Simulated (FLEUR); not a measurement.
Fe under changes of volume

One of the cells (11.435 Å³/atom); the others are scaled copies at fixed shape and fractional positions:

```
Fe
1.0
     0.00000    1.94174    1.96511
     1.49844    0.00000    1.96511
     1.49844    1.94174    0.00000
Fe
1
Direct
  0.00000 0.00000 0.00000
```

| Item | Value |
| --- | --- |
| Program | FLEUR MaX-R8.1 (later development tree) |
| Functional | SCAN |
| Potentials or basis | all-electron |
| Basis | FLAPW |
| Kmax | 4.67 1/bohr |
| k mesh | 13 × 13 × 13 |
| Occupations | fermi-dirac, width 0.05 eV |
| Spin | collinear spin, ferromagnetic start |
| Starting moments | [3.0] μB |

```csv
volume (Å³/atom),energy over the lowest point (meV/atom),moment (μB per cell)
10.749,?,?
10.978,21.54,2.50
11.435,0.00,2.62
11.893,2.01,2.66
12.121,10.34,2.67
```

Task: What does the run at 10.749 Å³/atom give?

Result: Energy over the lowest point 36.59 meV/atom; moment 2.35 μB per cell.

Worked out: A Birch-Murnaghan fit of order 2 (a polynomial in V^(-2/3)) to the other rows has its minimum at 11.62 Å³/atom with B0 = V·E''(V) = 192 GPa at fixed shape and positions, which overstates the stiffness. It gives 42.69 meV/atom at 10.749 Å³/atom, against the run's 36.59. A parabola through the other rows of the moment, of slope 0.393 μB per Å³/atom there, extrapolates to 2.42 μB, against the run's 2.35. The fit is too stiff a form for this range.

Energies are extrapolated to zero smearing.

Caveats: the meta-GGA is that of a development version, with a GGA for the radial functions and cores and without core tails.
